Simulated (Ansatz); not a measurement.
# Sn: the cost of one run

Method: DFT r2SCAN, scalar-relativistic, plane waves, PAW, in Ansatz 0.2.0.

## 1. The structure to begin with

It takes space group P6/mmm (No. 191, hexagonal). Conventional cell: a = 6.151 Å, b = 6.151 Å, c = 3.771 Å, α = 90.00°, β = 90.00°, γ = 120.00°. Sn (site symmetry 6/mmm) is surrounded by 14 Sn at 3.77 to 4.02 Å. Sn (site symmetry -6m2) is surrounded by 11 Sn at 3.55 to 4.02 Å.

As a file:

```xyz
3
Lattice="6.1511 0.0000 0.0000 -3.0756 5.3270 0.0000 0.0000 0.0000 3.7709" Properties=species:S:1:pos:R:3 pbc="T T T"
Sn    0.0000    0.0000    0.0000
Sn    0.0000    3.5514    1.8855
Sn    3.0756    1.7757    1.8855
```

(A quick probe on a coarse mesh, which set the mesh and smearing, is not shown.)

## 3. A loose first relaxation

input.yaml reads:

```yaml
crystal:
  lattice:
    - [6.1511416999, 0.0, 0.0]
    - [-3.07557085, 5.3270449744, 0.0]
    - [0.0, 0.0, 3.770917303]
  atoms:
    - { symbol: Sn, position: [0.0, 0.0, 0.0] }
    - { symbol: Sn, position: [0.3333333333, 0.6666666667, 0.5] }
    - { symbol: Sn, position: [0.6666666667, 0.3333333333, 0.5] }
basis:
  ecutwfc: 500
kpoints:
  mp_grid: { grid: [3, 3, 4] }
hamiltonian:
  xc: r2scan
scf:
  occupations: { method: gaussian, width: 0.1 }
  lower_state_search: "off"
output:
  forces: true
  stress: true
  eigenvalues: true
relax:
  adjacent_minimum: "off"
  f_tol: 0.04
  max_steps: 70
  cell: { stress_tol: 0.4 }
```

**Question.** How long does this run take on 1 thread of an Arm CPU, shared host, and how much memory does it need?

About 69 s, with a peak of 0.61 GiB.
